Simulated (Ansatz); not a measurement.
Hf, DFT, PBE, all-electron PAW with datasets made for the crystal, scalar-relativistic (Ansatz 0.2.0), run on 1 thread of Intel(R) Xeon(R) 6975P-C (Granite Rapids) on a shared host.

The cell is COD entry 9008501, as deposited and not checked against the literature; nothing was relaxed. The listed cell was then made from it by scaling, straining or moving an atom.

Command: `ansatz run input.yaml --threads 1 --pin off --max-ram 3072MiB --backend cpu --events-out ev --progress --plain --runs-dir out`

```yaml
crystal:
  lattice:
    - [3.2286655094, 0.0, 0.0]
    - [-1.6143327547, 2.7961063515, 0.0]
    - [0.0, 0.0, 5.0578]
  atoms:
    - { symbol: Hf, position: [0.3333333333, 0.6666666667, 0.25] }
    - { symbol: Hf, position: [0.6666666667, 0.3333333333, 0.75] }
kpoints:
  mp_grid: { grid: [13, 13, 7] }
scf:
  occupations: { method: fermi_dirac, width: 0.05 }
hamiltonian:
  xc: pbe
  pseudopotentials: { kind: all_electron, datasets: crystal }
output:
  forces: true
  stress: true
  eigenvalues: true
  efg: { contact_densities: true }
```

How large is the problem that the program sets up?

84 irreducible k-points, 833 plane waves at Γ, 35 bands.

About how long does it take, and how much memory does it use?

13 s of wall time for 9 SCF iterations, with a peak of 0.73 GiB. Times on shared machines scatter by tens of per cent.

And the same cell and mesh by frozen-core PAW, asked for forces, stress, eigenvalues, efg, on the same hardware?

3.7 s, peak memory 0.47 GiB.
